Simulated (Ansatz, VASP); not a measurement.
## One calculation of C, two programs

```xyz
6
Lattice="2.4650 0.0000 0.0000 -1.2325 2.1348 0.0000 0.0000 0.0000 23.6987" Properties=species:S:1:pos:R:3 pbc="T T T"
C     1.2325    0.7116    8.5000
C     0.0000    1.4232    8.5016
C     0.0000    1.4232   11.8486
C     0.0000    0.0000   11.8502
C     0.0000    0.0000   15.1971
C     1.2325    0.7116   15.1987
```

Alike in both runs: functional PBE; dispersion D3(BJ); k mesh 12 × 12 × 1; occupations gaussian, width 0.05 eV; no spin polarisation.

Ansatz relaxed the structure, and its values are those at the end. VASP's run is a single point on that final structure, the one shown.

|  | VASP | Ansatz |
| --- | --- | --- |
| version | VASP 6.6.1 | Ansatz 0.2.0 |
| potentials or method | VASP PAW PBE potentials, release 64 (C) | scalar-relativistic, plane waves, PAW |
| plane-wave cutoff (eV) | 520 | 420 |
| valence electrons in the cell | 24 | 24 |

|  | VASP | Ansatz | Ansatz less VASP |
| --- | --- | --- | --- |
| gap on the k mesh at the Fermi level (eV) | 0.02 | 0.02 | 0.000 |
| least direct gap on the mesh (eV) | 0.02 | 0.02 | 0.000 |
| rms of the force components (eV/Å) | 0.007 | 0.007 | 0.0000 |

Ansatz warned: «xc_potential_rough_in_thin_density».
